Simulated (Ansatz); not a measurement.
## ZrO₂: excitons and shallow donors from band masses and screening

Level of theory: DFT r2SCAN, scalar-relativistic, plane waves, PAW in Ansatz 0.2.0.

Settings: cutoff 500 eV, Γ-centred mesh 8×8×8 on the computed 3-atom cell, Gaussian smearing of 0.02 eV; no spin polarisation.

Relaxed cell: Fm-3m, a = 5.089 Å, b = 5.089 Å, c = 5.089 Å, α = 90.00°, β = 90.00°, γ = 90.00°, 3 atoms in the primitive cell. This fluorite-type form isn't the usual stable structure of the compound.

The calculation gives a Kohn–Sham gap of 3.89 eV, an electron mass of 0.849 mₑ and a hole mass of 0.713 mₑ (harmonic means over x, y, z and over the bands degenerate at each edge), and ε∞ = 5.31 (independent particles, mean of the diagonal). The masses depend on direction at the band edges, which the isotropic model averages.

Task: Estimate the binding energy and radius of a Wannier–Mott exciton and of a shallow donor, and say whether the hydrogenic model can hold.

Result: The reduced mass is μ = mₙmₕ/(mₙ + mₕ) = 0.387 mₑ, with mₙ and mₕ the band masses. With E_b = 13.606 eV × μ/ε² and a = 0.529 Å × ε/μ (μ in mₑ) the exciton has E_b = 187 meV and a = 7.3 Å. For a donor μ is the electron mass: 409 meV and 3.3 Å. The radius isn't large against the shortest lattice vector (3.60 Å), so the continuum picture is doubtful and the numbers are only a scale. In a polar crystal the ions screen too, so a state bound more weakly than an optical phonon feels the larger static constant, which lowers the energy and widens the orbit. The other way, the small Kohn–Sham gap and the missing local fields make ε∞ too large and the masses tend to be too light, which underbinds. The edges lie at different points of the zone, so the exciton is indirect.